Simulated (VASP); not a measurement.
# Input and output of a VASP PBE single-point calculation on CaO (strained rocksalt)

INCAR

```
LREAL = .FALSE.
LELF = .TRUE.
ISMEAR = -1
ENCUT = 520
NBANDS = 15
GGA = PE
PREC = Accurate
LASPH = .TRUE.
NELM = 120
SIGMA = 0.02
LWAVE = .FALSE.
LCHARG = .TRUE.
ISIF = 2
IBRION = -1
NSW = 0
EDIFF = 1E-7
```

KPOINTS

```
KPOINTS created by Atomic Simulation Environment
0
Gamma
10 10 10
0 0 0
```

KPOINTS_OPT

```
special points
7
Reciprocal
0.0000000000 0.0000000000 0.0000000000 1
0.5000000000 0.0000000000 0.5000000000 1
0.6250000000 0.2500000000 0.6250000000 1
0.3750000000 0.3750000000 0.7500000000 1
0.5000000000 0.5000000000 0.5000000000 1
0.5000000000 0.2500000000 0.7500000000 1
0.0000000000 0.5000000000 0.5000000000 1
```

POSCAR

```
Ca O
 1.0000000000000000
     0.0000000000000000    2.4455011158000000    2.4455011158000000
     2.4455011158000000    0.0000000000000000    2.4455011158000000
     2.4455011158000000    2.4455011158000000    0.0000000000000000
 Ca  O
   1   1
Cartesian
  0.0000000000000000  0.0000000000000000  0.0000000000000000
  2.4455011158000000  2.4455011158000000  2.4455011158000000
```

VASP ran with the recommended PBE PAW datasets (16 valence electrons in the cell).

Command

```
mpirun -np 1 vasp_std
```

From OUTCAR

```
k-points           NKPTS =     47   k-points in BZ     NKDIM =     47   number of bands    NBANDS=     15

   NELECT =      16.0000    total number of electrons

   dimension x,y,z NGX =    28 NGY =   28 NGZ =   28
   dimension x,y,z NGXF=    56 NGYF=   56 NGZF=   56

  energy-cutoff  :      520.00
  volume of cell :       29.25
      direct lattice vectors                 reciprocal lattice vectors
     0.000000000  2.445501116  2.445501116    -0.204457073  0.204457073  0.204457073
     2.445501116  0.000000000  2.445501116     0.204457073 -0.204457073  0.204457073
     2.445501116  2.445501116  0.000000000     0.204457073  0.204457073 -0.204457073

 k-points in reciprocal lattice and weights: KPOINTS created by Atomic Simulation Env
   0.00000000  0.00000000  0.00000000       0.001
   0.10000000  0.00000000  0.00000000       0.008
   0.20000000  0.00000000  0.00000000       0.008
   0.30000000  0.00000000  0.00000000       0.008
   0.40000000  0.00000000  0.00000000       0.008
   0.50000000  0.00000000  0.00000000       0.004
   0.10000000  0.10000000  0.00000000       0.006
   0.20000000  0.10000000  0.00000000       0.024
   ...

 E-fermi :   2.5139

 k-point     1 :       0.0000    0.0000    0.0000
  band No.  band energies     occupation
      1     -35.7945      2.00000
      2     -16.5924      2.00000
      3     -16.5924      2.00000
      4     -16.5924      2.00000
      5     -13.3706      2.00000
      6       2.0611      2.00000
      7       2.0611      2.00000
      8       2.0611      2.00000
      9       6.3627      0.00000
     10       8.1542      0.00000
     11       8.1542      0.00000
     12       8.1542      0.00000
     13       9.5688      0.00000
     14       9.5688      0.00000
     15      16.8037      0.00000

 k-point     2 :       0.1000    0.0000    0.0000
  band No.  band energies     occupation
      1     -35.7868      2.00000
      2     -16.6997      2.00000
      3     -16.5970      2.00000
      4     -16.5970      2.00000
      5     -13.2558      2.00000
      6       1.7099      2.00000
      7       1.9346      2.00000
      8       1.9346      2.00000
      9       6.8143      0.00000
     10       8.1197      0.00000
     11       8.3142      0.00000
     12       8.3142      0.00000
     13       9.7884      0.00000
     14       9.7884      0.00000
     15      17.1624      0.00000

 k-point     3 :       0.2000    0.0000    0.0000
  band No.  band energies     occupation
      1     -35.7667      2.00000
      2     -16.9523      2.00000
      3     -16.6089      2.00000
      4     -16.6089      2.00000
      5     -12.9813      2.00000
      6       0.9702      2.00000
      7       1.6295      2.00000
      8       1.6295      2.00000
      9       7.8146      0.00000
     10       8.1573      0.00000
     11       8.7555      0.00000
     12       8.7555      0.00000
     13      10.3598      0.00000
     14      10.3598      0.00000
     15      17.6218      0.00000

 k-point     4 :       0.3000    0.0000    0.0000
  band No.  band energies     occupation
      1     -35.7416      2.00000
      2     -17.2246      2.00000
      3     -16.6234      2.00000
      4     -16.6234      2.00000
      5     -12.6800      2.00000
      6       0.2383      2.00000
      7       1.2934      2.00000
      8       1.2934      2.00000
      9       8.2961      0.00000
     10       9.0186      0.00000
     11       9.3588      0.00000
     12       9.3588      0.00000
     13      11.0891      0.00000
     14      11.0891      0.00000
     15      17.0046      0.00000

 k-point     5 :       0.4000    0.0000    0.0000
  band No.  band energies     occupation
      1     -35.7212      2.00000
      2     -17.4226      2.00000
      3     -16.6351      2.00000
      4     -16.6351      2.00000
      5     -12.4571      2.00000
      6      -0.2738      2.00000
      7       1.0469      2.00000
      8       1.0469      2.00000
      9       8.6599      0.00000
     10       9.8708      0.00000
     11       9.9061      0.00000
     12       9.9061      0.00000
     13      11.7545      0.00000
     14      11.7545      0.00000
     15      15.9900      0.00000

 k-point     6 :       0.5000    0.0000    0.0000
  band No.  band energies     occupation
      1     -35.7133      2.00000
      2     -17.4939      2.00000
      3     -16.6395      2.00000
      4     -16.6395      2.00000
      5     -12.3756      2.00000
      6      -0.4565      2.00000
      7       0.9577      2.00000
      8       0.9577      2.00000
      9       8.8662      0.00000
     10      10.1310      0.00000
     11      10.1310      0.00000
     12      10.1686      0.00000
     13      12.0515      0.00000
     14      12.0515      0.00000
     15      15.5623      0.00000

 k-point     7 :       0.1000    0.1000    0.0000
  band No.  band energies     occupation
      1     -35.7843      2.00000
      2     -16.7049      2.00000
      3     -16.6107      2.00000
      4     -16.6107      2.00000
      5     -13.2290      2.00000
      6       1.4994      2.00000
      7       1.9831      2.00000
      8       1.9831      2.00000
      9       6.8902      0.00000
     10       7.8242      0.00000
     11       8.5025      0.00000
     12       8.5025      0.00000
     13       9.6617      0.00000
     14      10.0566      0.00000
     15      17.3007      0.00000

 k-point     8 :       0.2000    0.1000    0.0000
  band No.  band energies     occupation
      1     -35.7683      2.00000
      2     -16.8851      2.00000
      3     -16.6300      2.00000
      4     -16.6194      2.00000
      5     -13.0370      2.00000
      6       0.9726      2.00000
      7       1.7465      2.00000
      8       1.8104      2.00000
      9       7.5764      0.00000
     10       7.6812      0.00000
     11       8.8825      0.00000
     12       8.9487      0.00000
     13       9.9597      0.00000
     14      10.6378      0.00000
     15      17.8133      0.00000

 k-point     9 :       0.3000    0.1000    0.0000
  band No.  band energies     occupation
      1     -35.7450      2.00000
      2     -17.1307      2.00000
      3     -16.6474      2.00000
      4     -16.6331      2.00000
      5     -12.7804      2.00000
      6       0.4078      2.00000
      7       1.3627      2.00000
      8       1.5103      2.00000
      9       7.7615      0.00000
     10       8.6665      0.00000
     11       9.3619      0.00000
     12       9.5302      0.00000
     13      10.5799      0.00000
     14      11.3165      0.00000
     15      17.4691      0.00000

 k-point    10 :       0.4000    0.1000    0.0000
  band No.  band energies     occupation
      1     -35.7230      2.00000
      2     -17.3375      2.00000
      3     -16.6563      2.00000
      4     -16.6541      2.00000
      5     -12.5596      2.00000
      6      -0.0565      2.00000
      7       1.0667      2.00000
      8       1.2148      2.00000
      9       8.1813      0.00000
     10       9.3733      0.00000
     11      10.0339      0.00000
     12      10.0787      0.00000
     13      11.3314      0.00000
     14      11.9183      0.00000
     15      16.2986      0.00000

 k-point    11 :       0.5000    0.1000    0.0000
  band No.  band energies     occupation
      1     -35.7110      2.00000
      2     -17.4437      2.00000
      3     -16.6742      2.00000
      4     -16.6535      2.00000
      5     -12.4419      2.00000
      6      -0.3040      2.00000
      7       0.9557      2.00000
      8       1.0230      2.00000
      9       8.7084      0.00000
     10       9.4196      0.00000
     11      10.2180      0.00000
     12      10.7012      0.00000
     13      11.9120      0.00000
     14      12.2875      0.00000
     15      15.5235      0.00000

 k-point    12 :      -0.4000    0.1000    0.0000
  band No.  band energies     occupation
      1     -35.7136      2.00000
      2     -17.4231      2.00000
      3     -16.6851      2.00000
      4     -16.6400      2.00000
      5     -12.4590      2.00000
      6      -0.2650      2.00000
      7       0.9872      2.00000
      8       1.0416      2.00000
      9       8.7130      0.00000
     10       9.4216      0.00000
     11       9.9713      0.00000
     12      10.5819      0.00000
     13      11.9945      0.00000
     14      12.0978      0.00000
     15      15.6890      0.00000

 k-point    13 :      -0.3000    0.1000    0.0000
  band No.  band energies     occupation
      1     -35.7298      2.00000
      2     -17.2819      2.00000
      3     -16.6814      2.00000
      4     -16.6208      2.00000
      5     -12.6075      2.00000
      6       0.0603      2.00000
      7       1.1165      2.00000
      8       1.2918      2.00000
      9       8.2748      0.00000
     10       9.2047      0.00000
     11       9.4234      0.00000
     12       9.9916      0.00000
     13      11.3493      0.00000
     14      11.6013      0.00000
     15      16.6745      0.00000

 ...

  Total       -0.5746225     -0.5746225     -0.5746225      0.0000000      0.0000000     -0.0000000
  in kB      -31.4745567    -31.4745567    -31.4745567      0.0000000      0.0000000     -0.0000000
  external PRESSURE =     -31.4745567 kB  Pullay stress =       0.0000000 kB

 POSITION                                       TOTAL-FORCE (eV/Angst)
 -----------------------------------------------------------------------------------
      0.00000      0.00000      0.00000         0.000000     -0.000000      0.000000
      2.44550      2.44550      2.44550         0.000000      0.000000     -0.000000
 -----------------------------------------------------------------------------------
    total drift:                                0.000000      0.000000      0.000000

  FREE ENERGIE OF THE ION-ELECTRON SYSTEM (eV)
  ---------------------------------------------------
  free  energy   TOTEN  =       -12.7973985718 eV

  energy  without entropy=      -12.7973985718  energy(sigma->0) =      -12.79739857
```

The gap between bands v and c is 3.64 eV, the least direct gap is 4.03 eV and the pressure is -3.1 GPa.

Band v is the last that the valence electrons fill when counted band by band, and c is the next.

The run took about 19 s on one core of a shared host (Intel Xeon Platinum 8488C) and held 0.18 GiB at most.
